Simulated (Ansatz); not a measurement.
Random displacements in Ti

All numbers below come from Ansatz 0.2.0, DFT PBEsol, scalar-relativistic, plane waves, PAW. The runs took a 420 eV cutoff, a Γ-centred 14×14×14 mesh and Gaussian smearing (0.15 eV). No spin polarisation. Energies are free energies at this smearing, counted from the undisturbed cell; pressure is positive in compression.

The starting cell (relaxed at this level; this bcc form isn't the usual structure):

```yaml
crystal:
  lattice:
    - [3.21023, 3.21023, -3.21023]
    - [3.21023, -3.21023, 3.21023]
    - [-3.21023, -3.21023, -3.21023]
  atoms:
    - { symbol: Ti, position: [0.00000, 0.00000, 0.50000] }
    - { symbol: Ti, position: [0.50000, 0.00000, 0.50000] }
    - { symbol: Ti, position: [0.00000, 0.50000, 0.50000] }
    - { symbol: Ti, position: [0.50000, 0.50000, 0.50000] }
    - { symbol: Ti, position: [0.00000, 0.00000, 0.00000] }
    - { symbol: Ti, position: [0.50000, 0.00000, 0.00000] }
    - { symbol: Ti, position: [0.00000, 0.50000, 0.00000] }
    - { symbol: Ti, position: [0.50000, 0.50000, 0.00000] }
```

The atoms are displaced (Å, in the unstrained cell):

```tsv
atom	ux	uy	uz
Ti1	-0.032	-0.418	0.111
Ti2	0.385	0.141	0.324
Ti3	0.305	0.164	-0.088
Ti4	-0.217	0.196	0.130
Ti5	0.131	0.122	-0.189
Ti6	-0.217	-0.103	0.113
Ti7	-0.061	0.091	-0.129
Ti8	-0.293	-0.193	-0.271
```

The cell is not strained.

(1) What are the energy change, the stress and the forces?

Results:

(1) ΔE = 459.4 meV/atom; stress (xx, yy, zz, yz, xz, xy; compression positive) (2.23, 10.80, 11.15, 0.26, 0.33, 0.96) GPa.
```csv
atom,Fx (eV/Å),Fy,Fz
Ti1,1.00,2.26,-1.28
Ti2,-2.49,-1.35,-2.18
Ti3,-1.39,-1.58,1.74
Ti4,1.34,-2.68,-1.96
Ti5,-3.20,-0.70,2.64
Ti6,2.22,2.88,-1.18
Ti7,0.43,0.29,1.13
Ti8,2.09,0.90,1.08
```

Cost: 1 run of about 13 core-minutes, on Oxide Virtual Turin-like Processor (Zen 5) (shared hosts).